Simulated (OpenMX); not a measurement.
The system is NaF (Villiaumite).

```
CELL_PARAMETERS angstrom
0.00000 2.32000 2.32000
2.32000 0.00000 2.32000
2.32000 2.32000 0.00000
ATOMIC_POSITIONS crystal
Na 0.00000 0.00000 0.00000
F 0.50000 0.50000 0.50000
```

* Program: OpenMX 3.8.5
* Task: single point
* Functional: PBE
* Potentials or basis: OpenMX 2013 PBE set, Na9.0-s3p2d1, F6.0-s2p2d1, grid cutoff 500 Ry
* k mesh: 11 × 11 × 11
* Occupations: fermi-dirac, width 0.05 eV
* Spin: no spin polarisation

On this cell: pressure 2.2 GPa; largest force zero by symmetry; band gap on the k mesh 6.22 eV, direct.

The same run follows on a disturbed copy (atoms moved at random, drawn with an rms of 0.05 Å):

```xyz
2
Lattice="0.0000 2.3200 2.3200 2.3200 0.0000 2.3200 2.3200 2.3200 0.0000" Properties=species:S:1:pos:R:3 pbc="T T T"
Na    0.0383    0.0104    0.0064
F     2.2983    2.2892    2.3261
```

Question: What does the disturbed cell give?

Answer: The energy moves by +3.2 meV/atom; pressure 2.3 GPa; largest force 0.186 eV/Å; band gap on the k mesh 6.22 eV, direct.

Forces in eV/Å, atoms in the order of the input:
```
Na  -0.144 -0.115 -0.007
F    0.152  0.107  0.001
```

Caveats: an odd mesh through Γ misses points on the zone boundary, where band edges often lie; the basis of atomic orbitals isn't converged, which shifts pressures, moduli and gaps.
